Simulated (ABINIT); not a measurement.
# Al (Fm-3m) in ABINIT: a series of runs

One crystal, Al, is run at these levels: HCTH407, PBE; tasks: band structure.

Everything below comes from runs of ABINIT 10.8.3 (patched build). Logs are shortened: lines on timing, memory, paths and dates and some standing lists are left out, and cuts for length are marked. The log counts tension as positive stress, the text compression.

**1. Starting point**

The structure is cubic, space group Fm-3m (No. 225). The conventional cell has a = 4.050 Å, b = 4.050 Å, c = 4.050 Å, α = 90.00°, β = 90.00°, γ = 90.00°. Al (site symmetry m-3m) has 12 Al at 2.86 Å as nearest neighbours.

**2. Band structure, HCTH407**

The input, run.abi:

```
# Datasets: ground state, then fixed potential
ndtset 2

# Pseudopotentials
pp_dirpath "./"
pseudos "Al.upf"

# Structure
acell 3*1.0
rprim
     0.0000000000     3.8263269058     3.8263269058
     3.8263269058     0.0000000000     3.8263269058
     3.8263269058     3.8263269058     0.0000000000
ntypat 1
znucl 13
natom 1
typat 1
xred
     0.0000000000     0.0000000000     0.0000000000

# Plane-wave basis
ecut 20.0

# Exchange and correlation
ixc 27

# Bands and occupations
occopt 3
tsmear 0.05 eV

# SCF cycle
nstep 100

# Output
iomode 3
prtwf 0
prteig 0
prtebands 0
enunit 2
prtden1 1

# Dataset 1
kptopt1 1
ngkpt1 11 11 11
nshiftk1 1
shiftk1 0.0 0.0 0.0
nband1 6
tolvrs1 1.0e-10

# Dataset 2: bands along G-X-W-K-G-L-U-W-L-K
iscf2 -2
getden2 1
nband2 10
nbdbuf2 2
tolwfr2 1.0e-12
kptopt2 -9
ndivsm2 8
prteig2 1
kptbounds2
     0.0000000000     0.0000000000     0.0000000000
     0.5000000000     0.0000000000     0.5000000000
     0.5000000000     0.2500000000     0.7500000000
     0.3750000000     0.3750000000     0.7500000000
     0.0000000000     0.0000000000     0.0000000000
     0.5000000000     0.5000000000     0.5000000000
     0.6250000000     0.2500000000     0.6250000000
     0.5000000000     0.2500000000     0.7500000000
     0.5000000000     0.5000000000     0.5000000000
     0.3750000000     0.3750000000     0.7500000000
```

Potentials or basis: PseudoDojo NC SR PBE v0.4.1 standard.

Started as:

```sh
> abinit run.abi > log 2>&1
```

run.abo:

```text
.Version 10.8.3 of ABINIT
 DATASET    1 : space group Fm -3 m (#225); Bravais cF (face-center cubic)
================================================================================
 Values of the parameters that define the memory need for DATASET  1.
     intxc =       0    ionmov =       0      iscf =       7    lmnmax =       6
     lnmax =       6     mgfft =      24  mpssoang =       3    mqgrid =    3001
     natom =       1  nloc_mem =       1    nspden =       1   nspinor =       1
    nsppol =       1      nsym =      48    n1xccc =    2501    ntypat =       1
    occopt =       3   xclevel =       2
       mpw =         495          nfft =       13824          nkpt =          56
================================================================================
================================================================================

 DATASET    2 : space group Fm -3 m (#225); Bravais cF (face-center cubic)
================================================================================
 Values of the parameters that define the memory need for DATASET  2.
     intxc =       0    ionmov =       0      iscf =      -2    lmnmax =       6
     lnmax =       6     mgfft =      24  mpssoang =       3    mqgrid =    3001
     natom =       1  nloc_mem =       1    nspden =       1   nspinor =       1
    nsppol =       1      nsym =      48    n1xccc =    2501    ntypat =       1
    occopt =       3   xclevel =       2
       mpw =         515          nfft =       13824          nkpt =         139
================================================================================
================================================================================

--------------------------------------------------------------------------------
------------- Echo of variables that govern the present computation ------------
--------------------------------------------------------------------------------
 -outvars: echo values of preprocessed input variables --------
            acell      1.0000000000E+00  1.0000000000E+00  1.0000000000E+00 Bohr
              amu      2.69815390E+01
             ecut      2.00000000E+01 Hartree
           enunit           2
           getden1          0
           getden2          1
             iscf1          7
             iscf2         -2
                       outvar_i_n : Printing only first  50 k-points.
              ixc          27
           jdtset        1    2
                       outvar_i_n : Printing only first  50 k-points.
           kptopt1          1
           kptopt2         -9
         kptrlatt       11    0    0      0   11    0      0    0   11
          kptrlen1     5.95236774E+01
          kptrlen2     3.00000000E+01
            natom           1
            nband1          6
            nband2         10
           nbdbuf1          0
           nbdbuf2          2
           ndtset           2
           ndivsm1          0
           ndivsm2          8
            ngfft          24      24      24
             nkpt1         56
             nkpt2        139
            nstep         100
             nsym          48
           ntypat           1
                       prtocc : prtvol=0, do not print more k-points.
           occopt           3
        prtebands           0
           prteig1          0
           prteig2          1
            prtwf           0
            rprim      0.0000000000E+00  3.8263269058E+00  3.8263269058E+00
                       3.8263269058E+00  0.0000000000E+00  3.8263269058E+00
                       3.8263269058E+00  3.8263269058E+00  0.0000000000E+00
           shiftk1     0.00000000E+00  0.00000000E+00  0.00000000E+00
           shiftk2     5.00000000E-01  5.00000000E-01  5.00000000E-01
          spgroup         225
           tolvrs1     1.00000000E-10
           tolvrs2     0.00000000E+00
           tolwfr1     0.00000000E+00
           tolwfr2     1.00000000E-12
           tsmear      1.83746611E-03 Hartree
            typat      1
                       outvars : Printing only first  50 k-points.
            znucl       13.00000

================================================================================

 chkinp: Checking input parameters for consistency, jdtset=   1.

 chkinp: Checking input parameters for consistency, jdtset=   2.

================================================================================
== DATASET  1 ==================================================================

--- !DatasetInfo
iteration_state: {dtset: 1, }
dimensions: {natom: 1, nkpt: 56, mband: 6, nsppol: 1, nspinor: 1, nspden: 1, mpw: 495, }
cutoff_energies: {ecut:  20.0, pawecutdg:  -1.0, }
electrons: {nelect:   3.00000000E+00, charge:   0.00000000E+00, occopt:   3.00000000E+00, tsmear:   1.83746611E-03, }
meta: {optdriver: 0, ionmov: 0, optcell: 0, iscf: 7, paral_kgb: 0, }
...

 Exchange-correlation functional for the present dataset will be:
  GGA: HCTH407 functional - ixc=27
  A.D. Boese, and N.C. Handy, JCP 114, 5497 (2001)

 Real(R)+Recip(G) space primitive vectors, cartesian coordinates (Bohr,Bohr^-1):
[... 185 lines left out ...]
  3.34E-10  6.66E-06
 -1.7069E-01  7.0926E-01  7.0926E-01  7.0926E-01  7.6627E-01  7.6627E-01
  7.6627E-01  8.3122E-01  9.6220E-01  9.6220E-01
 Non-SCF case, kpt    2 (  0.02174  0.00000  0.02174), residuals and eigenvalues=
  6.35E-13  1.12E-13  4.29E-13  2.70E-13  2.65E-13  2.65E-13  4.14E-13  2.10E-13
  1.47E-07  2.41E-07
 -1.7006E-01  7.0045E-01  7.0045E-01  7.0331E-01  7.6441E-01  7.7611E-01
  7.7611E-01  8.3844E-01  9.5214E-01  9.6278E-01
 Non-SCF case, kpt    3 (  0.04348  0.00000  0.04348), residuals and eigenvalues=
  1.31E-13  5.56E-13  4.53E-13  2.97E-13  5.25E-13  5.90E-13  5.81E-13  3.69E-13
  1.39E-10  1.20E-08
[... 668 lines left out ...]
  5.13E-13  2.16E-13  1.90E-13  3.89E-13  6.59E-13  2.53E-13  7.55E-13  9.57E-13
  8.09E-13  2.76E-09
  1.4740E-01  1.6747E-01  2.6160E-01  4.9753E-01  5.5430E-01  8.6702E-01
  9.8849E-01  1.0636E+00  1.0668E+00  1.2125E+00
 Non-SCF case, kpt  138 (  0.38393  0.38393  0.73214), residuals and eigenvalues=
  6.09E-13  6.79E-14  4.97E-13  8.34E-13  3.76E-13  3.47E-13  3.78E-13  6.81E-13
  4.69E-13  3.98E-10
  1.6186E-01  1.7622E-01  2.3863E-01  4.9078E-01  5.4649E-01  8.4193E-01
  1.0205E+00  1.0614E+00  1.0821E+00  1.2309E+00
 Non-SCF case, kpt  139 (  0.37500  0.37500  0.75000), residuals and eigenvalues=
  4.09E-13  8.55E-13  3.97E-13  1.54E-13  4.41E-13  1.17E-13  7.48E-13  5.55E-13
  4.42E-13  2.53E-09
  1.7072E-01  1.8104E-01  2.2855E-01  4.8513E-01  5.3983E-01  8.1733E-01
  1.0466E+00  1.0632E+00  1.0973E+00  1.2468E+00

--- !ResultsGS
iteration_state: {dtset: 2, }
comment   : Summary of ground state results
lattice_vectors:
- [  0.0000000,   3.8263269,   3.8263269, ]
- [  3.8263269,   0.0000000,   3.8263269, ]
- [  3.8263269,   3.8263269,   0.0000000, ]
lattice_lengths: [   5.41124,    5.41124,    5.41124, ]
lattice_angles: [ 60.000,  60.000,  60.000, ] # degrees, (23, 13, 12)
lattice_volume:   1.1204080E+02
convergence: {deltae:  0.000E+00, res2:  0.000E+00, residm:  9.952E-13, diffor:  0.000E+00, }
etotal    :  -2.34267099E+00
entropy   :   0.00000000E+00
fermie    :   2.37768855E-01
cartesian_stress_tensor: null
pressure_GPa: null
xred      :
- [  0.0000E+00,   0.0000E+00,   0.0000E+00, Al]
cartesian_forces: null
force_length_stats: {min: null, max: null, mean: null, }
...

 Integrated electronic density in atomic spheres:
 ------------------------------------------------
 Atom  Sphere_radius  Integrated_density
    1        2.00000          0.80619539
================================================================================

 ----iterations are completed or convergence reached----

 Mean square residual over all n,k,spin=   45.033E-14; max=  99.520E-14
 reduced coordinates (array xred) for    1 atoms
       0.000000000000      0.000000000000      0.000000000000

 cartesian coordinates (angstrom) at end:
    1      0.00000000000000     0.00000000000000     0.00000000000000
 length scales=  1.000000000000  1.000000000000  1.000000000000 bohr
              =  0.529177210544  0.529177210544  0.529177210544 angstroms
 Eigenvalues (hartree) for nkpt= 139  k points:
 kpt#   1, nband= 10, wtk=  1.00000, kpt=  0.0000  0.0000  0.0000 (reduced coord)
  -0.17069    0.70926    0.70926    0.70926    0.76627    0.76627    0.76627    0.83122
   0.96220    0.96220
 kpt#   2, nband= 10, wtk=  1.00000, kpt=  0.0217  0.0000  0.0217 (reduced coord)
  -0.17006    0.70045    0.70045    0.70331    0.76441    0.77611    0.77611    0.83844
   0.95214    0.96278
 kpt#   3, nband= 10, wtk=  1.00000, kpt=  0.0435  0.0000  0.0435 (reduced coord)
  -0.16818    0.68248    0.68248    0.68847    0.75879    0.79709    0.79709    0.85704
   0.92522    0.96456
 kpt#   4, nband= 10, wtk=  1.00000, kpt=  0.0652  0.0000  0.0652 (reduced coord)
  -0.16504    0.66252    0.66252    0.66942    0.75004    0.82194    0.82194    0.88236
   0.88936    0.96747
 kpt#   5, nband= 10, wtk=  1.00000, kpt=  0.0870  0.0000  0.0870 (reduced coord)
  -0.16066    0.64256    0.64256    0.64891    0.73885    0.84870    0.84870    0.84988
   0.91165    0.97155
 kpt#   6, nband= 10, wtk=  1.00000, kpt=  0.1087  0.0000  0.1087 (reduced coord)
  -0.15503    0.62318    0.62318    0.62821    0.72575    0.80922    0.87659    0.87659
[... 385 lines left out ...]
 kpt# 135, nband= 10, wtk=  1.00000, kpt=  0.4107  0.4107  0.6786 (reduced coord)
   0.12134    0.14475    0.32005    0.51432    0.57327    0.91645    0.92509    1.02176
   1.08146    1.15645
 kpt# 136, nband= 10, wtk=  1.00000, kpt=  0.4018  0.4018  0.6964 (reduced coord)
   0.13380    0.15619    0.28962    0.50539    0.56324    0.89225    0.95649    1.04287
   1.07366    1.18832
 kpt# 137, nband= 10, wtk=  1.00000, kpt=  0.3929  0.3929  0.7143 (reduced coord)
   0.14740    0.16747    0.26160    0.49753    0.55430    0.86702    0.98849    1.06362
   1.06680    1.21246
 kpt# 138, nband= 10, wtk=  1.00000, kpt=  0.3839  0.3839  0.7321 (reduced coord)
   0.16186    0.17622    0.23863    0.49078    0.54649    0.84193    1.02053    1.06137
   1.08213    1.23092
 kpt# 139, nband= 10, wtk=  1.00000, kpt=  0.3750  0.3750  0.7500 (reduced coord)
   0.17072    0.18104    0.22855    0.48513    0.53983    0.81733    1.04656    1.06320
   1.09732    1.24679
 Eigenvalues (   eV  ) for nkpt= 139  k points:
 kpt#   1, nband= 10, wtk=  1.00000, kpt=  0.0000  0.0000  0.0000 (reduced coord)
  -4.64459   19.30006   19.30006   19.30006   20.85115   20.85115   20.85115   22.61876
  26.18274   26.18280
 kpt#   2, nband= 10, wtk=  1.00000, kpt=  0.0217  0.0000  0.0217 (reduced coord)
  -4.62752   19.06024   19.06024   19.13806   20.80074   21.11913   21.11913   22.81502
  25.90899   26.19870
 kpt#   3, nband= 10, wtk=  1.00000, kpt=  0.0435  0.0000  0.0435 (reduced coord)
  -4.57634   18.57134   18.57134   18.73433   20.64766   21.69005   21.69005   23.32128
  25.17642   26.24697
 kpt#   4, nband= 10, wtk=  1.00000, kpt=  0.0652  0.0000  0.0652 (reduced coord)
  -4.49108   18.02814   18.02814   18.21593   20.40950   22.36602   22.36602   24.01022
  24.20079   26.32610
 kpt#   5, nband= 10, wtk=  1.00000, kpt=  0.0870  0.0000  0.0870 (reduced coord)
  -4.37179   17.48482   17.48482   17.65775   20.10502   23.09417   23.09417   23.12644
  24.80733   26.43726
 kpt#   6, nband= 10, wtk=  1.00000, kpt=  0.1087  0.0000  0.1087 (reduced coord)
  -4.21856   16.95752   16.95752   17.09453   19.74876   22.01988   23.85333   23.85333
[... 386 lines left out ...]
   3.30172    3.93887    8.70901   13.99547   15.59959   24.93783   25.17289   27.80363
  29.42794   31.46848
 kpt# 136, nband= 10, wtk=  1.00000, kpt=  0.4018  0.4018  0.6964 (reduced coord)
   3.64102    4.25002    7.88103   13.75223   15.32642   24.27946   26.02750   28.37792
  29.21567   32.33579
 kpt# 137, nband= 10, wtk=  1.00000, kpt=  0.3929  0.3929  0.7143 (reduced coord)
   4.01091    4.55712    7.11849   13.53861   15.08324   23.59293   26.89805   28.94266
  29.02917   32.99265
 kpt# 138, nband= 10, wtk=  1.00000, kpt=  0.3839  0.3839  0.7321 (reduced coord)
   4.40435    4.79507    6.49352   13.35491   14.87079   22.91004   27.77005   28.88143
  29.44628   33.49502
 kpt# 139, nband= 10, wtk=  1.00000, kpt=  0.3750  0.3750  0.7500 (reduced coord)
   4.64544    4.92644    6.21926   13.20096   14.68946   22.24060   28.47842   28.93109
  29.85973   33.92680

== END DATASET(S) ==============================================================
================================================================================

 -outvars: echo values of variables after computation  --------
            acell      1.0000000000E+00  1.0000000000E+00  1.0000000000E+00 Bohr
           etotal1    -2.3426709907E+00
            fcart1    -0.0000000000E+00 -0.0000000000E+00 -0.0000000000E+00
            rprim      0.0000000000E+00  3.8263269058E+00  3.8263269058E+00
                       3.8263269058E+00  0.0000000000E+00  3.8263269058E+00
                       3.8263269058E+00  3.8263269058E+00  0.0000000000E+00
           strten1     4.1374129044E-04  4.1374129044E-04  4.1374129044E-04
                       0.0000000000E+00  0.0000000000E+00  0.0000000000E+00
 Calculation completed.
```

Wall time 15 s (1 thread of Arm Neoverse V1, shared host); peak memory 0.11 GiB.

Results:

```yaml
Free_energy: -63.7473 eV
Pressure: -12.2 GPa
Band_gap_on_the_k_mesh: none (metal or under the smearing width)
Valence_electrons_inside_the_program's_atomic_spheres: Al 0.81 (radii [1.0584] Å)
```

Levels at the corners of the path, in eV from the Fermi level:
```tsv
point	band 1	band 2	band 3	band 4	band 5	band 6
Γ	-11.11	12.83	12.83	12.83	14.38	14.38
X	-2.87	-1.72	5.27	5.76	5.76	9.04
W	-0.78	-0.78	-0.28	1.55	15.97	15.97
K	-1.82	-1.54	-0.25	6.73	8.22	15.77
Γ	-11.11	12.83	12.83	12.83	14.38	14.38
L	-4.79	-4.15	11.39	11.39	11.85	11.85
U	-1.82	-1.54	-0.25	6.73	8.22	15.77
W	-0.78	-0.78	-0.28	1.55	15.97	15.97
L	-4.79	-4.15	11.39	11.39	11.85	11.85
K	-1.82	-1.54	-0.25	6.73	8.22	15.77
```

Caveat: the potentials were made for another functional, which shifts forces and pressure.

**3. Band structure, PBE**

Edit run.abi of step 2 so:

```diff
@@ -5,3 +5,3 @@
 pp_dirpath "./"
-pseudos "Al.upf"
+pseudos "Al_ONCV_PBE-1.2.upf"
 
@@ -21,6 +21,6 @@
 # Plane-wave basis
-ecut 20.0
+ecut 30.0
 
 # Exchange and correlation
-ixc 27
+ixc 11
 
@@ -38,3 +38,3 @@
 prtebands 0
-enunit 2
+enunit 1
 prtden1 1
@@ -46,3 +46,3 @@
 shiftk1 0.0 0.0 0.0
-nband1 6
+nband1 10
 tolvrs1 1.0e-10
@@ -52,3 +52,3 @@
 getden2 1
-nband2 10
+nband2 14
 nbdbuf2 2
@@ -58,2 +58,3 @@
 prteig2 1
+prtvol2 -3
 kptbounds2
```

Potentials or basis: SG15 NC PBE v1.2.

Started as:

```sh
> abinit run.abi > log 2>&1
```

Run time: 31 s. Hardware: 1 thread of Arm Neoverse V1, shared host; peak memory 0.11 GiB.

It converged, with:

```
Free energy                                           : -1883.1841 eV
Band gap on the k mesh                                : none (metal or under the smearing width)
Valence electrons inside the program's atomic spheres : Al 8.86 (radii [1.0584] Å)
```

Levels at the corners of the path, in eV from the Fermi level:
```csv
point,band 5,band 6,band 7,band 8,band 9
Γ,-11.12,12.70,12.70,12.70,14.03
X,-2.94,-1.61,5.30,5.54,5.54
W,-0.86,-0.86,0.17,1.06,15.85
K,-1.90,-1.37,-0.42,6.52,8.21
Γ,-11.12,12.70,12.70,12.70,14.03
L,-4.59,-4.39,11.33,11.33,11.52
U,-1.90,-1.37,-0.42,6.52,8.21
W,-0.86,-0.86,0.17,1.06,15.85
L,-4.59,-4.39,11.33,11.33,11.52
K,-1.90,-1.37,-0.42,6.52,8.21
```

Caveat: the cutoff is too short for stress, so the log's stress isn't used.
